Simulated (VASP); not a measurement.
# SiC in VASP: one cell, several levels of theory, part 2 of 2

VASP 6.6.1, plane waves, PAW. Earlier steps stand in the parts before.

## (3) r2SCAN at this geometry

Contents of INCAR:

```
ENCUT = 520.000000
SIGMA = 0.010000
EDIFF = 1.00e-07
ALGO = Normal
METAGGA = R2SCAN
PREC = Accurate
IBRION = -1
ISIF = 2
ISMEAR = 0
NBANDS = 11
NELM = 120
NSW = 0
LASPH = .TRUE.
LCHARG = .FALSE.
LWAVE = .FALSE.
LREAL = .FALSE.
```

Contents of KPOINTS:

```
KPOINTS created by Atomic Simulation Environment
0
Gamma
10 10 10
0 0 0
```

Contents of KPOINTS_OPT:

```
special points
7
Reciprocal
0.0000000000 0.0000000000 0.0000000000 1
-0.5000000000 -0.5000000000 0.0000000000 1
-0.3750000000 -0.3750000000 0.2500000000 1
-0.3750000000 0.0000000000 0.3750000000 1
0.0000000000 0.0000000000 0.5000000000 1
-0.5000000000 -0.2500000000 0.2500000000 1
0.0000000000 0.5000000000 0.5000000000 1
```

Contents of POSCAR:

```
Si C
 1.0000000000000000
     0.0000000000000000    2.2651744451000000    2.2651744451000000
     2.2651744451000000    0.0000000000000000    2.2651744451000000
     2.2651744451000000    2.2651744451000000    0.0000000000000000
 Si  C
   1   1
Cartesian
  0.0000000000000000  0.0000000000000000  0.0000000000000000
  1.1325872225500000  1.1325872225500000  1.1325872225500000
```

On the command line:

```sh
> mpirun -np 1 vasp_std
```

Printed to the terminal (iteration lines stand in OSZICAR):

```text
POSCAR found type information on POSCAR SiC
 POSCAR found :  2 types and       2 ions
 -----------------------------------------------------------------------------
|                                                                             |
|                                                                             |
|     You enforced a specific xc type in the INCAR file but a different       |
|     I HOPE YOU KNOW WHAT YOU ARE DOING!                                     |
|                                                                             |
 -----------------------------------------------------------------------------

 LDA part: xc-table for (None), standard interpolation
 POSCAR, INCAR and KPOINTS ok, starting setup
 FFT: planning ... GRIDC
 FFT: planning ... GRID_SOFT
 FFT: planning ... GRID
 WAVECAR not read
 entering main loop
 Start KPOINTS_OPT (optional k-point list driver)
k-point batch [1-7\7]
```

OSZICAR:

```text
N       E                     dE             d eps       ncg     rms          rms(c)
DAV:   1    -0.112359091088E+01   -0.11236E+01   -0.38721E+03  1098   0.617E+02
DAV:   2    -0.212663335526E+02   -0.20143E+02   -0.19262E+02  1352   0.111E+02
DAV:   3    -0.219458412084E+02   -0.67951E+00   -0.67803E+00  1291   0.165E+01
DAV:   4    -0.219489818784E+02   -0.31407E-02   -0.31404E-02  1183   0.136E+00
DAV:   5    -0.219489976154E+02   -0.15737E-04   -0.15737E-04  1262   0.911E-02    0.802E+00
DAV:   6    -0.190793033103E+02    0.28697E+01   -0.48372E+00  1167   0.987E+00    0.434E+00
DAV:   7    -0.191272875666E+02   -0.47984E-01   -0.36553E-01  1227   0.354E+00    0.219E+00
DAV:   8    -0.191374565036E+02   -0.10169E-01   -0.19293E-02  1103   0.104E+00    0.117E-01
DAV:   9    -0.191377372791E+02   -0.28078E-03   -0.65988E-04  1507   0.198E-01    0.102E-01
DAV:  10    -0.191378282199E+02   -0.90941E-04   -0.90386E-05  1145   0.775E-02    0.110E-02
DAV:  11    -0.191378266755E+02    0.15445E-05   -0.77957E-06  1353   0.156E-02    0.302E-03
DAV:  12    -0.191378267267E+02   -0.51262E-07   -0.29902E-07  1155   0.432E-03
   1 F= -.19137827E+02 E0= -.19137827E+02  d E =-.431923-104
       N       E                     dE             ncg
DAV:   1     0.614610378060E+03   -0.21548E+04      170
DAV:   2     0.490310681716E+03   -0.12430E+03      207
DAV:   3     0.487289618974E+03   -0.30211E+01      204
DAV:   4     0.487277783489E+03   -0.11835E-01      192
DAV:   5     0.487277711528E+03   -0.71962E-04      195
DAV:   6     0.487277710958E+03   -0.56958E-06      189
DAV:   7     0.487277710952E+03   -0.59451E-08      192
```

Parts of OUTCAR:

```text
k-points           NKPTS =     47   k-points in BZ     NKDIM =     47   number of bands    NBANDS=     11

   NELECT =       8.0000    total number of electrons

   dimension x,y,z NGX =    24 NGY =   24 NGZ =   24
   dimension x,y,z NGXF=    48 NGYF=   48 NGZF=   48

  energy-cutoff  :      520.00
  volume of cell :       23.25
      direct lattice vectors                 reciprocal lattice vectors
     0.000000000  2.265174445  2.265174445    -0.220733551  0.220733551  0.220733551
     2.265174445  0.000000000  2.265174445     0.220733551 -0.220733551  0.220733551
     2.265174445  2.265174445  0.000000000     0.220733551  0.220733551 -0.220733551

 k-points in reciprocal lattice and weights: KPOINTS created by Atomic Simulation Env
   0.00000000  0.00000000  0.00000000       0.001
   0.10000000  0.00000000  0.00000000       0.008
   0.20000000  0.00000000  0.00000000       0.008
   0.30000000  0.00000000  0.00000000       0.008
   0.40000000  0.00000000  0.00000000       0.008
   0.50000000  0.00000000  0.00000000       0.004
   0.10000000  0.10000000  0.00000000       0.006
   0.20000000  0.10000000  0.00000000       0.024
[... 39 more k-points ...]

 E-fermi :   6.8863

 k-point     1 :       0.0000    0.0000    0.0000
  band No.  band energies     occupation
      1      -8.5493      2.00000
      2       6.7348      2.00000
      3       6.7348      2.00000
      4       6.7348      2.00000
      5      12.1214      0.00000
      6      13.7622      0.00000
      7      13.7622      0.00000
      8      13.7622      0.00000
      9      21.2547      0.00000
     10      21.2547      0.00000
     11      22.6645      0.00000

 k-point     2 :       0.1000    0.0000    0.0000
  band No.  band energies     occupation
      1      -8.3650      2.00000
      2       5.6921      2.00000
      3       6.5982      2.00000
      4       6.5982      2.00000
      5      12.5261      0.00000
      6      13.9775      0.00000
      7      14.0039      0.00000
      8      14.0039      0.00000
      9      20.4110      0.00000
     10      20.4110      0.00000
     11      22.9705      0.00000

 k-point     3 :       0.2000    0.0000    0.0000
  band No.  band energies     occupation
      1      -7.8227      2.00000
      2       3.5877      2.00000
      3       6.2846      2.00000
      4       6.2846      2.00000
      5      12.4021      0.00000
      6      14.4041      0.00000
      7      14.4041      0.00000
      8      15.1629      0.00000
      9      19.7766      0.00000
     10      19.7766      0.00000
     11      22.1868      0.00000

 k-point     4 :       0.3000    0.0000    0.0000
  band No.  band energies     occupation
      1      -6.9653      2.00000
      2       1.3545      2.00000
      3       5.9611      2.00000
      4       5.9611      2.00000
      5      12.0095      0.00000
      6      14.3966      0.00000
      7      14.3966      0.00000
      8      16.3575      0.00000
      9      20.4880      0.00000
     10      20.4880      0.00000
     11      21.7748      0.00000

 k-point     5 :       0.4000    0.0000    0.0000
  band No.  band energies     occupation
      1      -5.9406      2.00000
      2      -0.5655      2.00000
      3       5.7364      2.00000
      4       5.7364      2.00000
      5      11.7287      0.00000
      6      14.1205      0.00000
      7      14.1205      0.00000
      8      16.8902      0.00000
      9      22.2413      0.00000
     10      22.2981      0.00000
     11      22.2981      0.00000

 k-point     6 :       0.5000    0.0000    0.0000
  band No.  band energies     occupation
      1      -5.3382      2.00000
      2      -1.4758      2.00000
      3       5.6575      2.00000
      4       5.6575      2.00000
      5      11.6315      0.00000
      6      13.9846      0.00000
      7      13.9846      0.00000
      8      16.9799      0.00000
      9      22.7139      0.00000
     10      23.8449      0.00000
     11      23.8449      0.00000

 k-point     7 :       0.1000    0.1000    0.0000
  band No.  band energies     occupation
      1      -8.3035      2.00000
      2       5.8960      2.00000
      3       6.2727      2.00000
      4       6.2727      2.00000
      5      12.8297      0.00000
      6      13.1743      0.00000
      7      14.4566      0.00000
      8      14.4566      0.00000
      9      19.0738      0.00000
     10      21.5421      0.00000
     11      23.6477      0.00000

 k-point     8 :       0.2000    0.1000    0.0000
  band No.  band energies     occupation
      1      -7.8799      2.00000
      2       4.2639      2.00000
      3       5.8489      2.00000
      4       6.0849      2.00000
      5      12.6782      0.00000
      6      13.5156      0.00000
      7      15.0908      0.00000
      8      15.1584      0.00000
      9      18.2747      0.00000
     10      21.2911      0.00000
     11      23.6680      0.00000

 k-point     9 :       0.3000    0.1000    0.0000
  band No.  band energies     occupation
      1      -7.1236      2.00000
      2       2.1297      2.00000
      3       5.5080      2.00000
      4       5.7028      2.00000
      5      12.3661      0.00000
      6      13.9695      0.00000
      7      15.2858      0.00000
      8      15.6305      0.00000
      9      19.0027      0.00000
     10      21.6483      0.00000
     11      22.9651      0.00000

 k-point    10 :       0.4000    0.1000    0.0000
  band No.  band energies     occupation
      1      -6.1316      2.00000
      2       0.1162      2.00000
      3       5.2602      2.00000
      4       5.3446      2.00000
      5      12.1202      0.00000
      6      13.7985      0.00000
      7      14.9637      0.00000
      8      16.6633      0.00000
      9      20.2310      0.00000
     10      23.1021      0.00000
     11      23.1225      0.00000

 k-point    11 :       0.5000    0.1000    0.0000
  band No.  band energies     occupation
      1      -5.2825      2.00000
      2      -1.2227      2.00000
      3       4.9127      2.00000
      4       5.3862      2.00000
      5      12.0630      0.00000
      6      13.6240      0.00000
      7      14.5845      0.00000
      8      17.4060      0.00000
      9      21.6049      0.00000
     10      23.7142      0.00000
     11      23.8545      0.00000

 k-point    12 :      -0.4000    0.1000    0.0000
  band No.  band energies     occupation
      1      -5.4991      2.00000
      2      -0.9049      2.00000
      3       4.7443      2.00000
      4       5.6160      2.00000
      5      12.2079      0.00000
      6      13.7425      0.00000
      7      14.4131      0.00000
      8      17.3714      0.00000
      9      21.7761      0.00000
     10      22.2573      0.00000
     11      24.0196      0.00000

 k-point    13 :      -0.3000    0.1000    0.0000
  band No.  band energies     occupation
      1      -6.4781      2.00000
      2       0.7522      2.00000
      3       4.8018      2.00000
      4       5.9787      2.00000
      5      12.5052      0.00000
      6      14.1323      0.00000
      7      14.4460      0.00000
      8      16.5996      0.00000
      9      19.7151      0.00000
     10      21.7004      0.00000
     11      23.5366      0.00000

 k-point    14 :      -0.2000    0.1000    0.0000
  band No.  band energies     occupation
      1      -7.4106      2.00000
      2       2.8303      2.00000
      3       5.1145      2.00000
      4       6.3722      2.00000
      5      12.9003      0.00000
      6      14.2613      0.00000
      7      14.3934      0.00000
      8      15.6251      0.00000
      9      18.6786      0.00000
     10      20.8010      0.00000
     11      23.4877      0.00000

 k-point    15 :      -0.1000    0.1000    0.0000
  band No.  band energies     occupation
      1      -8.0611      2.00000
      2       4.7182      2.00000
      3       5.7651      2.00000
      4       6.6339      2.00000
      5      13.0328      0.00000
      6      13.6915      0.00000
      7      14.0731      0.00000
      8      15.0399      0.00000
      9      19.0730      0.00000
     10      20.4084      0.00000
     11      23.9593      0.00000

 k-point    16 :       0.2000    0.2000    0.0000
  band No.  band energies     occupation
      1      -7.5782      2.00000
      2       4.1715      2.00000
      3       5.3238      2.00000
      4       5.3238      2.00000
      5      11.6663      0.00000
      6      13.5168      0.00000
      7      16.0639      0.00000
      8      16.0639      0.00000
      9      17.4832      0.00000
     10      22.3968      0.00000
     11      25.9834      0.00000

[... the tables of k-points 17 to 47 left out ...]

  Total       -3.0878375     -3.0878375     -3.0878375     -0.0000000      0.0000000      0.0000000
  in kB     -212.8286342   -212.8286342   -212.8286342     -0.0000000      0.0000000      0.0000000
  external PRESSURE =    -212.8286342 kB  Pullay stress =       0.0000000 kB

 POSITION                                       TOTAL-FORCE (eV/Angst)
 -----------------------------------------------------------------------------------
      0.00000      0.00000      0.00000        -0.000000     -0.000000      0.000000
      1.13259      1.13259      1.13259         0.000000      0.000000     -0.000000
 -----------------------------------------------------------------------------------
    total drift:                                0.000001      0.000001      0.000001

  FREE ENERGIE OF THE ION-ELECTRON SYSTEM (eV)
  ---------------------------------------------------
  free  energy   TOTEN  =       -19.1378267267 eV

  energy  without entropy=      -19.1378267267  energy(sigma->0) =      -19.13782673
```

Wall time 20 s (1 MPI rank of Intel Xeon Platinum 8488C, shared host); peak memory 0.15 GiB.

The levels at the points of KPOINTS_OPT are read from vasprun.xml.

Near the gap, in eV above the top of the last filled band v; c is the band after it:

```csv
point,v−1,v,c,c+1
Γ,0.00,0.00,5.39,7.03
X,-3.11,-3.11,1.79,4.38
U,-5.17,-2.54,3.40,7.69
K,-5.17,-2.54,3.40,7.69
L,-1.08,-1.08,4.90,7.25
W,-4.66,-4.38,5.54,8.94
```

The r2SCAN gap is 1.79 eV and indirect (Γ to X), with 4.89 eV as the least direct one. Pressure: -21.28 GPa; the forces vanish within 0.01 eV/Å.

## (4) Results

The summary covers parts 1 to 2.

```
 level  gap (eV)  pressure (GPa)
   PBE      1.45          -17.64
r2SCAN      1.79          -21.28
```

In words: The gap runs from 1.45 eV (PBE) to 1.79 eV (r2SCAN). The pressure is highest with PBE (-17.6 GPa) and lowest with r2SCAN (-21.3 GPa), which orders the cells that they would relax to.
